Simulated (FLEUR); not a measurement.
HgTe (Coloradoite) in FLEUR: convergence with lnonsphr

Input of the first run (lnonsphr 3); the others differ in this setting and in those tied to it:

The input inp.xml:

```xml
<?xml version="1.0" encoding="UTF-8" standalone="no"?>
<fleurInput fleurInputVersion="0.39">
   <comment>
      HgTe                                                                                                
   </comment>
   <calculationSetup>
      <cutoffs Kmax="4.19" Gmax="13.0" GmaxXC="13.0" numbands="0"/>
      <scfLoop itmax="60" minDistance="0.00001" maxIterBroyd="15" imix="Anderson" alpha="0.05" precondParam="0.0" spinf="2.0" sdNocoIR="T"/>
      <coreElectrons ctail="T" frcor="F" kcrel="0" coretail_lmax="0"/>
      <xcFunctional name="pbe" relativisticCorrections="F"/>
      <magnetism jspins="1"/>
      <soc l_soc="F" theta="0.0" phi="0.0" spav="F"/>
      <expertModes spex="0" secvar="F"/>
      <geometryOptimization l_f="T" forcealpha="1.0" forcemix="BFGS" epsdisp="0.0005" epsforce="0.0002"/>
      <ldaU l_linMix="F" mixParam="0.05" spinf="1.0"/>
   </calculationSetup>
   <cell>
      <bzIntegration valenceElectrons="42.0" mode="hist" fermiSmearingEnergy="0.00183747">
         <kPointListSelection listName="default-1"/>
         <!-- k-points included here -->
         <xi:include xmlns:xi="http://www.w3.org/2001/XInclude" href="kpts.xml"> </xi:include>
      </bzIntegration>
      <!-- symmetry operations included here -->
      <xi:include xmlns:xi="http://www.w3.org/2001/XInclude" href="sym.xml"> </xi:include>
      <bulkLattice scale="1.0">
         <bravaisMatrix>
            <row-1>    0.0000000000000000     6.0745246275267002     6.0745246275267002</row-1>
            <row-2>    6.0745246275267002     0.0000000000000000     6.0745246275267002</row-2>
            <row-3>    6.0745246275267002     6.0745246275267002     0.0000000000000000</row-3>
         </bravaisMatrix>
      </bulkLattice>
   </cell>
   <atomSpecies>
      <species name="Mercury (Hg)" element="Hg" atomicNumber="80">
         <mtSphere radius="2.34" gridPoints="783" logIncrement="0.017"/>
         <atomicCutoffs lmax="9" lnonsphr="3"/>
         <electronConfig flipSpins="F">
            <coreConfig>(1s1/2) (2s1/2) (2p1/2) (2p3/2) (3s1/2) (3p1/2) (3p3/2) (4s1/2) (3d3/2) (3d5/2) (4p1/2) (4p3/2) (4d3/2) (4d5/2) (4f5/2) (4f7/2)</coreConfig>
            <valenceConfig>(5s1/2) (5p1/2) (5p3/2) (6s1/2) (5d3/2) (5d5/2)</valenceConfig>
         </electronConfig>
         <energyParameters s="6" p="6" d="5" f="5"/>
         <lo type="SCLO" l="0" n="5" eDeriv="0"/>
         <lo type="SCLO" l="1" n="5" eDeriv="0"/>
         <lo type="SCLO" l="1" n="5" eDeriv="1"/>
         <lo type="SCLO" l="2" n="5" eDeriv="2"/>
         <lo type="SCLO" l="3" n="5" eDeriv="2"/>
      </species>
      <species name="Tellurium (Te)" element="Te" atomicNumber="52">
         <mtSphere radius="2.48" gridPoints="829" logIncrement="0.016"/>
         <atomicCutoffs lmax="10" lnonsphr="3"/>
         <electronConfig flipSpins="F">
            <coreConfig>(1s1/2) (2s1/2) (2p1/2) (2p3/2) (3s1/2) (3p1/2) (3p3/2) (4s1/2) (3d3/2) (3d5/2)</coreConfig>
            <valenceConfig>(4p1/2) (4p3/2) (5s1/2) (4d3/2) (4d5/2) (5p1/2) (5p3/2)</valenceConfig>
            <stateOccupation state="(5p1/2)" spinUp="0.666667" spinDown="0.666667"/>
            <stateOccupation state="(5p3/2)" spinUp="1.333333" spinDown="1.333333"/>
         </electronConfig>
         <energyParameters s="5" p="5" d="5" f="4"/>
         <lo type="SCLO" l="1" n="4" eDeriv="0"/>
         <lo type="SCLO" l="1" n="4" eDeriv="1"/>
         <lo type="SCLO" l="2" n="4" eDeriv="0"/>
         <lo type="SCLO" l="2" n="4" eDeriv="1"/>
         <lo type="SCLO" l="0" n="5" eDeriv="2"/>
         <lo type="SCLO" l="3" n="4" eDeriv="2"/>
      </species>
   </atomSpecies>
   <atomGroups>
      <atomGroup species="Mercury (Hg)">
         <relPos label="                   1">.0000000000 .0000000000 .0000000000</relPos>
         <force calculate="T" relaxXYZ="TTT"/>
      </atomGroup>
      <atomGroup species="Tellurium (Te)">
         <relPos label="                   2">-1.000/4.000 -1.000/4.000 -1.000/4.000</relPos>
         <force calculate="T" relaxXYZ="TTT"/>
      </atomGroup>
   </atomGroups>
   <output dos="F" band="F" slice="F">
      <checks vchk="F" cdinf="F"/>
      <bandDOS minEnergy="-.5*Htr" maxEnergy="0.5*Htr" sigma="0.015" storeEVData="T"/>
      <vacuumDOS vacdos="F" integ="F" star="F" nstars="0" locx1="0.0" locy1="0.0" locx2="0.0" locy2="0.0" nstm="0" tworkf="0.0"/>
      <unfoldingBand unfoldBand="F" supercellX="1" supercellY="1" supercellZ="1"/>
      <plotting iplot="0" polar="F">
         <plot TwoD="T" vec1="  1.0  0.0  0.0" vec2="  0.0  1.0  0.0" vec3="  0.0  0.0  1.0" zero="  0.0  0.0  0.0" file="plot"/>
      </plotting>
      <chargeDensitySlicing numkpt="0" minEigenval="0.0" maxEigenval="0.0" nnne="0" pallst="F"/>
      <specialOutput eonly="F"/>
      <moessbauerParams electricFieldGradient="T" isomerShift="T" coreHyperfine="T" valenceHyperfine="T"/>
      <magneticCircularDichroism mcd="F" energyLo="-10.0" energyUp="0.0"/>
   </output>
  <!-- We include the file relax.xml here to enable relaxations (see documentation) -->
  <xi:include xmlns:xi="http://www.w3.org/2001/XInclude" href="relax.xml"> <xi:fallback/> </xi:include>
</fleurInput>
```

Contents of crystal.txt:

```
HgTe
&input cartesian=F /
0.0000000000  3.2145000000  3.2145000000
3.2145000000  0.0000000000  3.2145000000
3.2145000000  3.2145000000  0.0000000000
1.8897261246
1.0 1.0 1.0

2
80 0.0000000000  0.0000000000  0.0000000000
52 0.7500000000  0.7500000000  0.7500000000

&kpt div1=6 div2=6 div3=6 gamma=T /
```

Potentials or basis: all-electron, FLAPW.

Launch:

```sh
$ inpgen -f crystal.txt -profile fastHighL
$ # inp.xml edited to the form shown
$ fleur_MPI
```

Hardware: 1 thread of Arm Neoverse V2, with other jobs on the host.

Q: The values tried are 2, 3, 4, 5, 6, 8, loosest first. From which on does the energy stay within 1 meV/atom of the tightest run that finished?

A: From 6 on.

```csv
lnonsphr,"energy less the tightest run, at zero smearing (meV/atom)",SCF cycles,CPU time (s),peak memory (GiB)
2,refused,-,-,-
3,20.84,18,86,0.07
4,7.43,18,87,0.08
5,2.16,16,79,0.08
6,0.62,16,80,0.07
8,0.00,16,83,0.07
```

The tightest run that finished is the yardstick and may itself not be fully converged.

Spin-orbit coupling is left out, which matters for the levels of Hg, Te.
